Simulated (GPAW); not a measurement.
The system is WC (Qusongite).

```
W C
1.0
     2.90650    0.00000    0.00000
    -1.45325    2.51710    0.00000
     0.00000    0.00000    2.83660
W C
1 1
Direct
  0.00000 0.00000 0.00000
  0.66667 0.33333 0.50000
```

Base run:

- Program: GPAW 26.7.0
- Functional: r2SCAN
- Potentials or basis: GPAW PAW data sets (gpaw-data 1.2.1)
- Cutoff: 800 eV
- Basis: pw
- k mesh: 9 × 9 × 8
- Occupations: fermi-dirac, width 0.05 eV
- Spin: no spin polarisation

Its results: band gap on the k mesh none (metal or under the smearing width); pressure 1.1 GPa.

Q: The run is repeated on the same cell with these changes: hubbard terms from none to W d U = 5 eV. What comes out?

A: Band gap on the k mesh none (metal or under the smearing width); pressure 6.7 GPa.

Caveats: the PAW data sets were made with another functional, which shifts forces and pressure a little; U without spin polarisation on a metal has little footing (some runs); the U is typed as a test and isn't derived for this compound (some runs).
